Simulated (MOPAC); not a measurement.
## WS2: one setting at a time in MOPAC

Simulated with MOPAC 23.2.5. This is a test of settings. The cell was built from a prototype and was relaxed with r2SCAN in plane waves (Ansatz 0.2.0). It may be hypothetical. It is a single sheet, repeated along a and b, with vacuum along c. All runs are without spin polarisation.

In-plane lattice: a = 3.180 Å, b = 3.180 Å, γ = 120.0°; thickness between the outer nuclei 3.12 Å. Around W lie 6 S at 2.41 Å; around S lie 3 W at 2.41 Å.

The base run uses PM7 on a cluster of 27 atoms.

```
PM7 1SCF GRADIENTS AUX(PRECISION=6) THREADS=1
crystal as a cluster of 3x3x1 conventional cells

W 0.000000 1 1.836154 1 9.000000 1
S 1.590156 1 0.918077 1 10.559582 1
S 1.590156 1 0.918077 1 7.440418 1
W -1.590156 1 4.590385 1 9.000000 1
S 0.000000 1 3.672308 1 10.559582 1
S 0.000000 1 3.672308 1 7.440418 1
W -3.180312 1 7.344617 1 9.000000 1
S -1.590156 1 6.426539 1 10.559582 1
S -1.590156 1 6.426539 1 7.440418 1
W 3.180312 1 1.836154 1 9.000000 1
S 4.770468 1 0.918077 1 10.559582 1
S 4.770468 1 0.918077 1 7.440418 1
W 1.590156 1 4.590385 1 9.000000 1
S 3.180312 1 3.672308 1 10.559582 1
S 3.180312 1 3.672308 1 7.440418 1
W 0.000000 1 7.344617 1 9.000000 1
S 1.590156 1 6.426539 1 10.559582 1
S 1.590156 1 6.426539 1 7.440418 1
W 6.360625 1 1.836154 1 9.000000 1
S 7.950781 1 0.918077 1 10.559582 1
S 7.950781 1 0.918077 1 7.440418 1
W 4.770468 1 4.590385 1 9.000000 1
S 6.360625 1 3.672308 1 10.559582 1
S 6.360625 1 3.672308 1 7.440418 1
W 3.180312 1 7.344617 1 9.000000 1
S 4.770468 1 6.426539 1 10.559582 1
S 4.770468 1 6.426539 1 7.440418 1
Tv 9.540937 1 0.000000 1 0.000000 1
Tv -4.770468 1 8.262694 1 0.000000 1
```

Command: `mopac run.mop`. It took 4.5 min on 1 thread of Intel(R) Xeon(R) CPU @ 2.60GHz (Ice Lake) (shared host), peak memory 0.035 GiB.

It converged with a gap of 5.38 eV. MOPAC's gap is a Hartree-Fock orbital gap, usually far wider than a measured one, and its energy is the heat of formation.

Each further run moved one setting: method (Hamiltonian); SCFCRT (SCF criterion); cluster (size of the cluster in conventional cells). Changes are from the base run, which isn't itself converged in every setting; energies of another Hamiltonian, functional, basis or charge aren't compared.

```csv
setting,how it ended,gap change (eV),energy change (meV/atom),time (s)
method = MNDOD,refused,–,–,0.05
method = AM1,refused,–,–,0.05
method = PM6-ORG,refused,–,–,0.05
method = MNDO,refused,–,–,0.05
SCFCRT = 1e-2 (poor on purpose),converged,-1.53,423.2,4.1
cluster = 1x1x1 (poor on purpose),converged,1.14,2987.5,0.67
```

With method = MNDOD nothing was computed: the Hamiltonian has no parameters for an element here. With method = AM1 nothing was computed: the Hamiltonian has no parameters for an element here. With method = PM6-ORG nothing was computed: the Hamiltonian has no parameters for an element here. With method = MNDO nothing was computed: the Hamiltonian has no parameters for an element here.

The end of the log, shortened, for method = MNDOD:

```
    NO.       ATOM           X           Y           Z
  S: (MNDO/d): W.THIEL AND A.A.VOITYUK, J. PHYS. CHEM., 100, 616 (1996)
 DATA ARE NOT AVAILABLE FOR ELEMENT NO. 74
          SOME ELEMENTS HAVE BEEN SPECIFIED FOR WHICH
          NO PARAMETERS ARE AVAILABLE.  CALCULATION STOPPED.
          Parameters for some elements are missing
           Empirical Formula: W9 S18  =    27 atoms
 *     Error and normal termination messages reported in this calculation     *
 * Parameters for some elements are missing                                   *
 * JOB ENDED NORMALLY                                                         *
 TOTAL JOB TIME:             0.00 SECONDS
 == MOPAC DONE ==
```

No spin-orbit coupling is included; it can move band edges with weight on the heavy atoms by tenths of an eV.
